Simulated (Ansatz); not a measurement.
# Bands of Mg$_{2}$Ge

```
Mg Ge
1.0
     0.00000    3.18430    3.18430
     3.18430    0.00000    3.18430
     3.18430    3.18430    0.00000
Mg Ge
2 1
Direct
  0.75000 0.75000 0.75000
  0.25000 0.25000 0.25000
  0.00000 0.00000 0.00000
```

Atom numbers follow the list: Mg1, Mg2, Ge3.

The conventional cell has a = 6.369 Å, b = 6.369 Å, c = 6.369 Å, α = 90.00°, β = 90.00°, γ = 90.00°. Mg (atom 1) is surrounded by 4 Ge at 2.76 Å. Around Ge (atom 3) lie 8 Mg at 2.76 Å.

Structure from Materials Project entry mp-408 (possibly hypothetical), not relaxed further.

The calculation used DFT, PBEsol, all-electron LAPW, scalar-relativistic in Ansatz 0.2.0.

The runs use a Γ-centred 9×9×9 k mesh, Fermi–Dirac smearing of 0.08 eV, basis error target 0.5 meV/atom, no spin polarisation.

Points in fractions of the reciprocal vectors of this cell: Γ (0, 0, 0), X (0.5, 0, 0.5), U (0.625, 0.25, 0.625), K (0.375, 0.375, 0.75), L (0.5, 0.5, 0.5), W (0.5, 0.25, 0.75). The path joins them by straight lines in the order Γ–X–U–K–Γ–L–W–X; legs that retrace an earlier one aren't tabulated. Energies are in eV from the top of the valence band.

(1) Metal or insulator at this level of theory?

(2) Tabulate bands 18 to 24, counted from the lowest band of the run, along the path.

Answers

(1) An insulator or semiconductor: gap 0.09 eV, indirect from Γ to X (0.5, 0, 0.5) (so small a gap may close at points that the mesh and path miss).

(2) 
| k (1/Å) | point | band 18 | band 19 | band 20 | band 21 | band 22 | band 23 | band 24 |
| --- | --- | --- | --- | --- | --- | --- | --- | --- |
| 0.00 | Γ | -9.78 | 0.00 | 0.00 | 0.00 | 1.02 | 2.84 | 2.84 |
| 0.14 |  | -9.73 | -0.61 | -0.20 | -0.20 | 1.68 | 2.62 | 3.13 |
| 0.28 |  | -9.56 | -1.49 | -0.63 | -0.63 | 2.14 | 2.47 | 3.82 |
| 0.42 |  | -9.29 | -2.33 | -1.09 | -1.09 | 1.63 | 2.13 | 4.59 |
| 0.56 |  | -8.93 | -3.12 | -1.48 | -1.48 | 1.19 | 1.30 | 5.59 |
| 0.70 |  | -8.55 | -3.82 | -1.77 | -1.77 | 0.64 | 0.85 | 6.51 |
| 0.85 |  | -8.22 | -4.34 | -1.95 | -1.95 | 0.22 | 0.65 | 7.38 |
| 0.99 | X | -8.08 | -4.54 | -2.02 | -2.02 | 0.09 | 0.58 | 7.91 |
| 1.04 |  | -8.08 | -4.53 | -2.09 | -2.01 | 0.13 | 0.64 | 7.83 |
| 1.09 |  | -8.07 | -4.50 | -2.28 | -1.99 | 0.23 | 0.83 | 7.62 |
| 1.14 |  | -8.07 | -4.46 | -2.53 | -1.95 | 0.31 | 1.17 | 7.33 |
| 1.19 |  | -8.07 | -4.40 | -2.80 | -1.90 | 0.39 | 1.59 | 7.02 |
| 1.24 |  | -8.07 | -4.32 | -3.07 | -1.84 | 0.48 | 2.07 | 6.69 |
| 1.29 |  | -8.08 | -4.22 | -3.31 | -1.77 | 0.58 | 2.59 | 6.36 |
| 1.34 | U | -8.10 | -4.10 | -3.53 | -1.68 | 0.69 | 3.13 | 6.04 |
| 1.42 |  | -8.11 | -4.04 | -3.57 | -1.78 | 0.96 | 3.43 | 5.17 |
| 1.51 |  | -8.12 | -4.02 | -3.51 | -2.02 | 1.54 | 3.69 | 4.31 |
| 1.59 |  | -8.13 | -4.03 | -3.41 | -2.23 | 2.24 | 3.23 | 4.26 |
| 1.68 |  | -8.13 | -4.03 | -3.41 | -2.23 | 2.24 | 3.23 | 4.26 |
| 1.77 |  | -8.12 | -4.02 | -3.51 | -2.02 | 1.54 | 3.69 | 4.31 |
| 1.85 |  | -8.11 | -4.04 | -3.57 | -1.78 | 0.96 | 3.43 | 5.17 |
| 1.94 | K | -8.10 | -4.10 | -3.53 | -1.68 | 0.69 | 3.13 | 6.04 |
| 2.09 |  | -8.23 | -3.92 | -3.66 | -1.36 | 1.11 | 4.59 | 5.21 |
| 2.24 |  | -8.51 | -3.90 | -3.08 | -0.97 | 1.62 | 4.21 | 4.54 |
| 2.39 |  | -8.87 | -3.49 | -2.38 | -0.57 | 2.14 | 3.72 | 3.94 |
| 2.54 |  | -9.24 | -2.79 | -1.61 | -0.25 | 2.32 | 3.38 | 3.49 |
| 2.69 |  | -9.53 | -1.85 | -0.85 | -0.08 | 2.08 | 3.02 | 3.13 |
| 2.84 |  | -9.72 | -0.79 | -0.24 | -0.01 | 1.60 | 2.86 | 2.91 |
| 2.99 | Γ | -9.78 | 0.00 | 0.00 | 0.00 | 1.02 | 2.84 | 2.84 |
| 3.11 |  | -9.74 | -0.63 | -0.06 | -0.06 | 1.45 | 2.94 | 2.94 |
| 3.23 |  | -9.61 | -1.60 | -0.20 | -0.20 | 1.65 | 3.17 | 3.17 |
| 3.35 |  | -9.41 | -2.56 | -0.36 | -0.36 | 1.51 | 3.30 | 3.30 |
| 3.47 |  | -9.15 | -3.44 | -0.52 | -0.52 | 1.32 | 3.18 | 3.18 |
| 3.60 |  | -8.87 | -4.17 | -0.64 | -0.64 | 1.16 | 2.97 | 2.97 |
| 3.72 |  | -8.63 | -4.68 | -0.71 | -0.71 | 1.06 | 2.81 | 2.81 |
| 3.84 | L | -8.54 | -4.87 | -0.73 | -0.73 | 1.03 | 2.76 | 2.76 |
| 3.94 |  | -8.52 | -4.84 | -1.06 | -0.80 | 1.33 | 2.62 | 2.90 |
| 4.04 |  | -8.46 | -4.74 | -1.68 | -1.00 | 1.83 | 2.38 | 3.38 |
| 4.14 |  | -8.37 | -4.58 | -2.31 | -1.32 | 2.22 | 2.25 | 4.22 |
| 4.24 |  | -8.26 | -4.36 | -2.87 | -1.72 | 2.27 | 2.55 | 5.04 |
| 4.34 |  | -8.16 | -4.10 | -3.30 | -2.16 | 2.41 | 2.91 | 4.47 |
| 4.44 |  | -8.07 | -3.83 | -3.59 | -2.54 | 2.62 | 3.31 | 4.01 |
| 4.54 | W | -8.04 | -3.68 | -3.68 | -2.73 | 2.74 | 3.73 | 3.81 |
| 4.61 |  | -8.05 | -3.90 | -3.43 | -2.70 | 2.41 | 3.15 | 4.09 |
| 4.68 |  | -8.05 | -4.10 | -3.16 | -2.63 | 1.87 | 2.52 | 4.75 |
| 4.75 |  | -8.06 | -4.25 | -2.87 | -2.51 | 1.34 | 1.94 | 5.48 |
| 4.82 |  | -8.06 | -4.38 | -2.57 | -2.36 | 0.86 | 1.42 | 6.24 |
| 4.89 |  | -8.07 | -4.47 | -2.30 | -2.20 | 0.46 | 0.99 | 6.98 |
| 4.96 |  | -8.07 | -4.52 | -2.10 | -2.07 | 0.19 | 0.69 | 7.62 |
| 5.03 | X | -8.08 | -4.54 | -2.02 | -2.02 | 0.09 | 0.58 | 7.91 |
